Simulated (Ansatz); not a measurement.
Method: DFT PBE+D3(BJ), scalar-relativistic, plane waves, PAW (Ansatz). All cells share a 420 eV cutoff and Γ-centred k meshes spaced at most about 0.3 Å⁻¹ (about 0.25 or finer for metals, 2π included). No spin polarisation.

Temperature and zero-point effects are left out.

Question: Order these relaxed structures of Ge by energy, lowest first, with the energy over the lowest of them.
A.

Space group P-3m1 (No. 164). a = 4.090 Å, b = 4.090 Å, c = 3.327 Å, α = 90.00°, β = 90.00°, γ = 120.00°
```csv
atom,site,symmetry,x,y,z
Ge,2d,3m.,0.6667,0.3333,0.1409
```

B.

Space group P6_3/mmc (No. 194). a = 4.020 Å, b = 4.020 Å, c = 13.209 Å, α = 90.00°, β = 90.00°, γ = 120.00°
```json
{"atom": "Ge", "site": "4e", "symmetry": "3m.", "x": "0.0000", "y": "0.0000", "z": "0.4069"}
{"atom": "Ge", "site": "4f", "symmetry": "3m.", "x": "0.3333", "y": "0.6667", "z": "0.3441"}
```

C.

Space group Cmmm (No. 65). a = 2.899 Å, b = 4.828 Å, c = 2.654 Å, α = 90.00°, β = 90.00°, γ = 90.00°
| atom | site | symmetry | x | y | z |
| --- | --- | --- | --- | --- | --- |
| Ge | 2c | mmm | 0.5000 | 0.0000 | 0.5000 |

Answer: B (0 meV/atom), C (172 meV/atom), A (270 meV/atom). Counting all near atoms (those within 1.25 times the shortest such distance or 1.15 times the sum of covalent radii): B has Ge 4; C has Ge 8; A has Ge 3. Origin: A, invented; B, reached from a Materials Project cell; C, reached from a Materials Project cell (its symmetry changed). The lowest form computed isn't among them: it has the diamond type, space group Fd-3m (No. 227), 23.1 Å³/atom, is reached from a measured cell (COD) and lies 8 meV/atom below the best shown.

Cells relaxed within their symmetry can be saddle points. Some candidate types were left out of the draw beforehand, so a known form may be missing.
